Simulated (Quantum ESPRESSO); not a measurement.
Runs of Quantum ESPRESSO 7.5 on As. Symmetry: R-3m, No. 166, trigonal system. The conventional cell has a = 3.762 Å, b = 3.762 Å, c = 10.542 Å, α = 90.00°, β = 90.00°, γ = 120.00°. Around As (site symmetry 3m) lie 3 As at 2.51 Å. 

| task | level | potentials or basis | cell | k mesh | cutoff (eV) | smearing | SCF threshold | symmetry | form of the LDA correlation | gap on the mesh (eV) | pressure (GPa) | V0 of scaled cells (Å³/atom) | B0 (GPa) |
| --- | --- | --- | --- | --- | --- | --- | --- | --- | --- | --- | --- | --- | --- |
| single point | PBEsol | SG15 PBE 1.2 | as given | 6 × 6 × 6 | 952 | fermi-dirac 0.05 eV | 4e-10 Ry | - | - | none | 2.2 | - | - |
| equation of state | PBEsol | PseudoDojo 0.4.1 SR PBEsol standard | as given | 9 × 9 × 9 | 1143 | fermi-dirac 0.05 eV | 4e-10 Ry | - | - | - | - | (a) | 77 |
| phonons | PBE | SG15 PBE 1.2 | relaxed | 9 × 9 × 9 | 952 | gaussian 0.272 eV | 4e-10 Ry | - | - | none | 0.0 | - | - |
| equation of state | r2SCAN | SG15 PBE 1.2 | as given | 7 × 7 × 7 | 952 | fermi-dirac 0.05 eV | 1e-08 Ry | off | - | - | - | (b) | 72 |
| phonons | LDA | GBRV 1.5 LDA | relaxed | 9 × 9 × 9 | 612 | gaussian 0.2 eV | 4e-10 Ry | - | PZ81 | 0.10 | 0.1 | - | - |

Alike in all rows: no spin polarisation.

Task: Estimate the missing entries.

Result: (a) 21.62; (b) 22.53.

Caveats: the potentials were made for another functional, which shifts forces and pressure (some runs); the cell was scaled at fixed shape and fractional positions, which overstates the stiffness of a crystal with free parameters, most of all of layers and chains (some runs); the layers were relaxed without a dispersion term, so their spacing and the soft interlayer modes are unreliable (some runs); an odd mesh through Γ misses points on the zone boundary, where band edges often lie (some runs).

A k mesh can miss the band edges, and the runs leave out spin-orbit coupling on As.

A gap of «none» marks a metal or a gap under the smearing width.

Not every run made on this cell is shown here.
